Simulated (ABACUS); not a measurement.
# Ga under changes of volume

One of the cells (17.718 Å³/atom); the others are scaled copies at fixed shape and fractional positions:

```
Ga
1.0
    -1.38440    1.38440    2.31122
     1.38440   -1.38440    2.31122
     1.38440    1.38440   -2.31122
Ga
1
Direct
  0.00000 0.00000 0.00000
```

This isn't the form of Ga at room conditions, which is orthorhombic.

```yaml
Program: ABACUS 3.10.1
Functional: PBE
Potentials_or_basis: PseudoDojo NC SR 0.4.1 PBE standard
Cutoff: 1361 eV
Density_cutoff: 5442 eV
Basis: DZP LCAO (the cutoffs set its grid)
k_mesh: 13 × 13 × 13
Occupations: fermi-dirac, width 0.05 eV
Spin: no spin polarisation
```

```csv
volume (Å³/atom),energy over the lowest point (meV/atom),pressure (GPa)
16.655,?,?
17.010,39.06,7.2
17.364,25.00,5.5
17.718,14.46,4.1
18.073,6.99,2.8
18.427,2.40,1.6
18.781,0.00,0.6
```

Task: What does the run at 16.655 Å³/atom give?

Result: Energy over the lowest point 57.05 meV/atom; pressure 9.1 GPa.

Worked out: A Birch-Murnaghan fit of order 3 (a polynomial in V^(-2/3)) to the other rows has its minimum at 19.01 Å³/atom, just outside them, with B0 = V·E''(V) = 45 GPa and B' = 6.7 at fixed shape and positions, which overstates the stiffness. It gives 57.32 meV/atom at 16.655 Å³/atom, against the run's 57.05, and -dE/dV = 9.3 GPa, against 9.1.

Energies are extrapolated to zero smearing.

Caveats: the atomic orbitals were generated for these runs and aren't a published set; the basis of atomic orbitals isn't converged, which shifts pressures, moduli and gaps.
